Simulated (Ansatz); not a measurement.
**Mg under changes of volume**

One of the cells (23.237 Å³/atom); the others are scaled copies at fixed shape and fractional positions:

```
Mg
1.0
     3.20930    0.00000    0.00000
    -1.60465    2.77934    0.00000
     0.00000    0.00000    5.21030
Mg
2
Direct
  0.66667 0.33333 0.75000
  0.33333 0.66667 0.25000
```

| Quantity | Value |
| --- | --- |
| Program | Ansatz 0.2.0 |
| Functional | PBE |
| Dispersion | D3(BJ) |
| Potentials or basis | Ansatz PAW |
| Cutoff | 420 eV (not typed: the program's choice for these potentials) |
| k mesh | 10 × 10 × 5 |
| Occupations | fermi-dirac, width 0.05 eV |
| Spin | no spin polarisation |

```tsv
volume (Å³/atom)	energy over the lowest point (meV/atom)	pressure (GPa)
21.843	0.00	-0.2
22.308	1.74	-1.0
22.772	5.63	-1.7
23.237	11.43	-2.3
23.702	18.95	-2.9
24.167	28.00	-3.4
24.631	?	?
```

Question: What does the run at 24.631 Å³/atom give?

Answer: Energy over the lowest point 38.44 meV/atom; pressure -3.8 GPa.

Worked out: A Birch-Murnaghan fit of order 3 (a polynomial in V^(-2/3)) to the other rows has its minimum at 21.73 Å³/atom, just outside them, with B0 = V·E''(V) = 40 GPa and B' = 4.3 at fixed shape and positions, which overstates the stiffness. It gives 38.39 meV/atom at 24.631 Å³/atom, against the run's 38.44, and -dE/dV = -3.8 GPa, against -3.8.

Energies are extrapolated to zero smearing.

Caveats: pairwise dispersion overbinds metals, which lowers pressure and volume.
